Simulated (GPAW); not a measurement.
# Ge (Cmcm) in GPAW: single point with PBE

Aim: the single point of Ge with PBE.

Program: GPAW 26.7.0. These are calculated values, not measurements. Logs are shortened: lines on timing, memory, paths and dates and some standing lists are left out, and cuts for length are marked. The log counts tension as positive stress, the text compression.

## Step 1: The crystal as given

It takes space group Cmcm (No. 63, orthorhombic). The conventional cell has a = 2.976 Å, b = 5.189 Å, c = 4.728 Å, α = 90.00°, β = 90.00°, γ = 90.00°. Ge (site symmetry m2m) is surrounded by 12 Ge at 2.92 to 2.99 Å.

This isn't the form of Ge at room conditions, which is diamond.

## Step 2: Single point, PBE

The input, run.py:

```python
from ase.io import read
from gpaw import PW
from gpaw.dft import DFT

atoms = read('Ge.xyz')

dft = DFT(atoms,
          mode=PW(600),
          xc='PBE',
          kpts={'size': (10, 10, 6), 'gamma': True},
          occupations={'name': 'fermi-dirac', 'width': 0.05},
          nbands=11,
          convergence={'density': 1e-05, 'energy': 1e-05},
          maxiter=150,
          txt='gpaw.txt')
print(f'Energy: {dft.calculate_energy():.6f} eV')
print('Forces (eV/A):')
print(dft.calculate_forces().round(4))
print('Stress (eV/A^3):', dft.calculate_stress().round(6))
dft.write_gpw_file('gs.gpw')
```

The input, Ge.xyz:

```xyz
2
Lattice="1.4880529250 -2.5946896100 0.0000000000 1.4880529250 2.5946896100 0.0000000000 0.0000000000 0.0000000000 4.7275957900" Properties=species:S:1:pos:R:3 pbc="T T T"
Ge     1.4880529250      0.8643085973      1.1818989475
Ge     1.4880529250     -0.8643085973      3.5456968425
```

Potentials or basis: GPAW PAW data sets (gpaw-data 1.2.1), pw.

Command:

```bash
$ OMP_NUM_THREADS=1 python run.py
```

gpaw.txt:

```text
Diagonalizing LCAO Hamiltonian
Converting LCAO to pw mode

       Ge

         Ge

Atoms  # Å, Bohr magnetons
|   | symbol |        x |         y |        z |    initial magnetic moments |
|---|--------|----------|-----------|----------|-----------------------------|
| 0 |     Ge | 1.488053 |  0.864309 | 1.181899 | ( 0.0000,  0.0000,  0.0000) |
| 1 |     Ge | 1.488053 | -0.864309 | 3.545697 | ( 0.0000,  0.0000,  0.0000) |

Unit cell  # Å
| periodic |        x |         y |        z |  lengths |     angles |
|----------|----------|-----------|----------|----------|------------|
|      yes | 1.488053 | -2.594690 | 0.000000 | 2.991106 |  90.000000 |
|      yes | 1.488053 |  2.594690 | 0.000000 | 2.991106 |  90.000000 |
|      yes | 0.000000 |  0.000000 | 4.727596 | 4.727596 | 120.331510 |

Number of symmetries: 4
Symmetry operations  # r_c * U_cc + t_c -> r_c
|   | kind |            matrix            |
|---|------|------------------------------|
| 0 |  E   |  1, 0, 0,  0, 1, 0,  0, 0, 1 |
| 1 |  C2  |  0, 1, 0,  1, 0, 0,  0, 0,-1 |
| 2 |  σ   |  0,-1, 0, -1, 0, 0,  0, 0, 1 |
| 3 |  i   | -1, 0, 0,  0,-1, 0,  0, 0,-1 |

BZ-sampling:
  Number of BZ points: 600
  Number of IBZ points: 172

  Monkhorst-Pack size: [10, 10, 6]
  Monkhorst-Pack shift: [0.05, 0.05, 0.08333333333333333]

K-points  # in reciprocal-cell coordinates
|     |                                coordinates |     weight |
|-----|--------------------------------------------|------------|
|   0 | (  0.00000000,   0.00000000,   0.00000000) | 0.00166667 |
|   1 | (  0.00000000,   0.00000000,   0.16666667) | 0.00333333 |
|   2 | (  0.00000000,   0.00000000,   0.33333333) | 0.00333333 |
|   3 | (  0.00000000,   0.00000000,   0.50000000) | 0.00166667 |
|   4 | (  0.10000000,  -0.10000000,  -0.33333333) | 0.00333333 |
|   5 | (  0.10000000,  -0.10000000,  -0.16666667) | 0.00333333 |
|   6 | (  0.10000000,  -0.10000000,   0.00000000) | 0.00333333 |
|   7 | (  0.10000000,  -0.10000000,   0.16666667) | 0.00333333 |
|   8 | (  0.10000000,  -0.10000000,   0.33333333) | 0.00333333 |
|   9 | (  0.10000000,  -0.10000000,   0.50000000) | 0.00333333 |
| ... |                                            |            |
| 171 | (  0.50000000,   0.50000000,   0.50000000) | 0.00166667 |

Plane wave coefficients: 1237
Cutoff: 600.0 eV

Spin-components: 1 (collinear spins)
Bands:           11
Projectors:      10
Spin-degeneracy: 2
Datatype:        complex128

Parallelization:
  kpt:    1
  domain: 1
  band:   1

Density:
  Valence electrons: 8.0
  Components: 1
  Grid points: [18 18 27]
  Charge: 0.0  # |e|

Potential:
  Grid points: [18 18 27]

species:
  Ge:
    name:    Germanium
    Z:       32.0
    valence: 4
    core:    28
    charge:  0.0  # [|e|]
    compensation charges:
      type: gauss
      rc: 0.32  # [Å]
      lmax: 2
    cutoffs:
      filter: 1.77  # [Å]
      core: 3.42  # [Å]
    projectors
    | kind |    occ | energy [eV] | rcut [Å] |
    |------|--------|-------------|----------|
    |   4s |  2.000 |     -11.726 |    1.005 |
    |   4p |  2.000 |      -3.896 |    1.005 |
    |    s |        |      15.485 |    1.005 |
    |    p |        |      23.315 |    1.005 |
    |    d |        |       0.000 |    1.005 |

    Using partial waves for Ge as LCAO basis

Reference energy: -114195.275705  # eV

eigensolver:
  PPCG
  Converge bands: occupied
  niter=2

density mixing:
  MSR1-Mixer
  Pratt-step length: 0.05
  Maximum mixing coefficient: 0.75
  Old densities: 10
  SVD Regularization: 0.005
  Good broyden scale: 1.0
  Trust region scale: 1.0
  Backstep threshold: 4.0
  History deletion threshold: 6.0
  Fourier metric: weight=20.0, sigma=0.015

occupation numbers:
  Fermi-Dirac:
    width: 0.0500  # eV

poisson solver:
  ecut: 4800.0  # eV

xc functional:
  name: PBE with 2 nearest neighbor stencil

convergence criteria:
- Maximum integral of absolute [dens]ity change: 1e-05 electrons / valence electron
- Maximum [total energy] change in last 3 cyles: 1e-05 eV / valence electron
- Maximum integral of absolute [eigenst]ate change: 4e-08 eV^2 / valence electron
maximum number of iterations: 150

SCF iterations
|iter     | |      energy | eigst |  dens |
|---------|-|-------------|-------|-------|
|iter:   1| |   -8.414296 | -0.57 |       |
|iter:   2| |   -8.412151 | -3.05 | -1.30 |
|iter:   3| |   -8.389528 | -3.53 | -1.32 |
|iter:   4| |   -8.387875 | -4.38 | -1.91 |
|iter:   5| |   -8.387862 | -5.82 | -3.07 |
|iter:   6| |   -8.387860c| -6.74 | -3.51 |
|iter:   7| |   -8.387860c| -7.97c| -4.55 |
|iter:   8| |   -8.387860c| -8.86c| -4.92 |
|iter:   9| |   -8.387860c| -9.75c| -5.58c|
SCF steps: 9
Energy contributions relative to reference atoms: (reference = -114195.275705)

Energy contributions:
  Kinetic:          17.870921
  Coulomb:         -15.839015
  Zero:             -0.009352
  External:          0.000000
  Xc:              -10.406172
  Entropy:          -0.008484
  Spinorbit:         0.000000
  ----------------------------
  Free energy:      -8.392102
  Extrapolated:     -8.387860

Forces  # eV/Ang
|       x |        y |        z |
|---------|----------|----------|
| 0.00000 | -0.00096 | -0.00000 |  # Ge   0
| 0.00000 |  0.00096 |  0.00000 |  # Ge   1

Stress tensor  # eV/Ang^3
|         x |         y |         z |
|-----------|-----------|-----------|
| -0.018837 |  0.000000 |  0.000000 |
|  0.000000 | -0.020148 | -0.000000 |
|  0.000000 | -0.000000 | -0.035097 |

Writing to gs.gpw (mode='')

  __  _  _
 | _ |_)|_||  |
 |__||  | ||/\| - 26.7.0

Input parameters:
  mode=PW(ecut=600.0),
  convergence={'density': 1e-05, 'energy': 1e-05},
  kpts=MonkhorstPack(size=(10, 10, 6), gamma=True),
  maxiter=150,
  nbands=11,
  occupations=Occupations(name='fermi-dirac', width=0.05),
  xc=XC(name='PBE')
# Writing to gs.gpw (mode='')
```

Run time: 32 s. Hardware: 1 thread of AMD EPYC 7B13 (Zen 3), shared host; peak memory 0.2 GiB.

What came out:

```
Free energy            : -8.3921 eV
Pressure               : 4.0 GPa
Band gap on the k mesh : none (metal or under the smearing width)
```

Stress tensor (GPa, compression positive):
```
3.02 0.00 0.00
0.00 3.23 0.00
0.00 0.00 5.62
```

## Step 3: For comparison

An earlier run on the cell as given: functional PBE; potentials or basis GPAW PAW data sets (gpaw-data 1.2.1); cutoff 600 eV; basis pw; k mesh 10 × 10 × 6; occupations fermi-dirac, width 0.05 eV; no spin polarisation.

- Pressure: 4.0 GPa
- Band gap on the k mesh: none (metal or under the smearing width)
